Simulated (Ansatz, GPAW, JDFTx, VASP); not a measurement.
## MnO: 4 runs at one level of theory

```
CELL_PARAMETERS angstrom
0.00000 2.22391 2.22391
2.22391 0.00000 2.22391
2.22391 2.22391 0.00000
ATOMIC_POSITIONS crystal
Mn 0.00000 0.00000 0.00000
O 0.50000 0.50000 0.50000
```

The cell is a database's computed one, not the measured one.

Alike in all runs: task single point; functional PBEsol; k mesh 10 × 10 × 10; occupations gaussian, width 0.1 eV; collinear spin, ferromagnetic start; no spin-orbit coupling. The measured crystal is an antiferromagnetic insulator; the state found here is the runs' own. Pressure is positive in compression and, in plane waves, holds the error of the finite cutoff.

```json
{"program and potentials": "JDFTx, PseudoDojo-SR-PBEsol-0.4.1-standard with smoothed tails", "plane-wave cutoff (eV)": "1306", "notes": "10.5 valence electrons an atom on average", "band gap (eV)": "no gap", "pressure (GPa)": "-6.78", "net moment per atom (μB)": "2.40"}
{"program and potentials": "Ansatz, all-electron LAPW, scalar-relativistic", "plane-wave cutoff (eV)": "-", "notes": "-", "band gap (eV)": "no gap", "pressure (GPa)": "-6.97", "net moment per atom (μB)": "2.39"}
{"program and potentials": "GPAW, PAW data sets generated for this functional", "plane-wave cutoff (eV)": "800", "notes": "10.5 valence electrons an atom on average", "band gap (eV)": "no gap", "pressure (GPa)": "-5.80", "net moment per atom (μB)": "2.36"}
{"program and potentials": "VASP, PBE PAW files Mn_pv, O, release 54, 520 eV", "plane-wave cutoff (eV)": "520", "notes": "potentials made for PBE; 9.5 valence electrons an atom on average", "band gap (eV)": "no gap", "pressure (GPa)": "-6.77", "net moment per atom (μB)": "2.39"}
```

None finds a gap. The pressure spans -6.97 (Ansatz, all-electron LAPW, scalar-relativistic) to -5.80 GPa (GPAW, PAW data sets generated for this functional), with all-electron results at -6.97. The net moment per atom spans 2.36 (GPAW, PAW data sets generated for this functional) to 2.40 μB (JDFTx, PseudoDojo-SR-PBEsol-0.4.1-standard with smoothed tails), with all-electron results at 2.39. The state is the one that the start led to, which needn't be the lowest.

The functional is the same throughout but for its coding, so the spread measures potentials, basis and numerics; runs on potential files found faulty are left out.
